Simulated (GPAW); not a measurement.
Crystal: Sn.

```
Sn
1.0
    -1.89465    1.89465    1.89465
     1.89465   -1.89465    1.89465
     1.89465    1.89465   -1.89465
Sn
1
Cartesian
  0.0000 0.0000 0.0000
```

This isn't the form of Sn at room conditions, which is tetragonal (white tin).

* Program: GPAW 26.7.0
* Task: relaxation of cell and atoms
* Functional: PBEsol
* Dispersion: D3(BJ)
* Potentials or basis: PAW data sets generated in the run's folder for this functional
* Cutoff: 600 eV
* Basis: pw
* k mesh: 10 × 10 × 10
* Occupations: fermi-dirac, width 0.05 eV
* Spin: no spin polarisation

At the start: pressure -4.8 GPa; volume 27.20 Å³/atom.

**Question.** Where does the relaxation end?

**Answer.** Over 4 steps the energy falls by 43.6 meV/atom and the volume is 24.69 Å³/atom (-9.3 %); space group Im-3m (No. 229, to 0.05 Å).

Step by step:
```tsv
step	energy change (eV)	largest force (eV/Å)	pressure (GPa)	volume (Å³)
1	0.0000	0.0000	-4.82	27.20
2	-0.0244	0.0000	-3.41	26.27
3	-0.0430	0.0000	0.81	24.35
4	-0.0436	0.0000	-0.09	24.69
```

Final structure:
```cif
data_structure
_symmetry_space_group_name_H-M 'P 1'
_symmetry_Int_Tables_number 1
_cell_length_a 3.1770
_cell_length_b 3.1770
_cell_length_c 3.1770
_cell_angle_alpha 109.471
_cell_angle_beta 109.471
_cell_angle_gamma 109.471
_cell_volume 24.69
loop_
_atom_site_label
_atom_site_type_symbol
_atom_site_fract_x
_atom_site_fract_y
_atom_site_fract_z
_atom_site_occupancy
Sn1 Sn 0.00000 0.00000 0.00000 1
```

Caveat: later steps reuse the first step's grids; pairwise dispersion overbinds metals, which lowers pressure and volume.
